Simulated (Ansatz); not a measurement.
BeO:
```xyz
4
Lattice="2.6903 0.0000 0.0000 -1.3451 2.3298 0.0000 0.0000 0.0000 4.3694" Properties=species:S:1:pos:R:3 pbc="T T T"
Be     0.0000     1.5532     4.3689
Be     1.3451     0.7766     2.1842
O      0.0000     1.5532     1.6499
O      1.3451     0.7766     3.8346
```

Relaxed with r²SCAN. Independent-particle spectrum: no excitons, no local fields, no scissors shift; 0.1 eV broadening; ε₁ of the summed bands alone.

**Question.** Tabulate the dielectric function from r²SCAN in the plane-wave PAW code Ansatz.

**Answer.** 

```csv
E (eV),ε₁ xx,ε₂ xx,ε₁ zz,ε₂ zz
0.0,2.73,0.00,2.78,0.00
0.3,2.73,0.00,2.78,0.00
0.6,2.73,0.00,2.78,0.00
0.9,2.74,0.00,2.78,0.00
1.2,2.74,0.00,2.79,0.00
1.5,2.75,0.00,2.80,0.00
1.8,2.76,0.00,2.81,0.00
2.1,2.77,0.00,2.82,0.00
2.4,2.78,0.00,2.83,0.00
2.7,2.79,0.00,2.84,0.00
3.0,2.81,0.00,2.86,0.00
3.3,2.83,0.00,2.88,0.00
3.6,2.85,0.00,2.90,0.00
3.9,2.87,0.00,2.93,0.00
4.2,2.90,0.00,2.95,0.00
4.5,2.92,0.00,2.98,0.00
4.8,2.96,0.00,3.02,0.00
5.1,2.99,0.00,3.05,0.00
5.4,3.03,0.00,3.10,0.00
5.7,3.07,0.00,3.14,0.00
6.0,3.12,0.00,3.19,0.00
6.3,3.17,0.00,3.25,0.00
6.6,3.23,0.00,3.32,0.00
6.9,3.30,0.00,3.40,0.00
7.2,3.38,0.00,3.48,0.00
7.5,3.47,0.00,3.59,0.00
7.8,3.58,0.00,3.71,0.00
8.1,3.72,0.00,3.87,0.00
8.4,3.92,0.00,4.12,0.00
8.7,4.23,0.22,4.43,0.27
9.0,4.25,0.43,4.49,0.49
9.3,4.30,0.55,4.57,0.65
9.6,4.38,0.63,4.67,0.79
9.9,4.52,0.72,4.82,0.92
10.2,4.70,0.82,5.01,1.07
10.5,4.94,0.94,5.30,1.24
10.8,5.32,1.10,5.74,1.48
11.1,6.08,1.41,6.67,1.89
11.4,5.99,3.37,7.23,5.45
11.7,5.48,3.54,4.39,5.60
12.0,5.58,4.35,3.46,5.16
```

**Question.** From ε at 10.0 eV (xx: 4.57 + 0.75i), find n, k, the normal reflectivity and the absorption coefficient.

**Answer.** n = 2.14, k = 0.175, R = 13 %, α = 2kE/ħc = 180000 cm⁻¹.

With all bands, ε∞ without local fields is 2.91 (xx = yy), 2.96 (zz). DFPT, with local fields, gives 2.93 (xx = yy), 2.98 (zz).

Space group P6_3mc (wurtzite). The cell was relaxed with r²SCAN under the symmetry of its start; phonons on a q-mesh show no instability.

Potentials: the earlier of the program's two PAW sets.
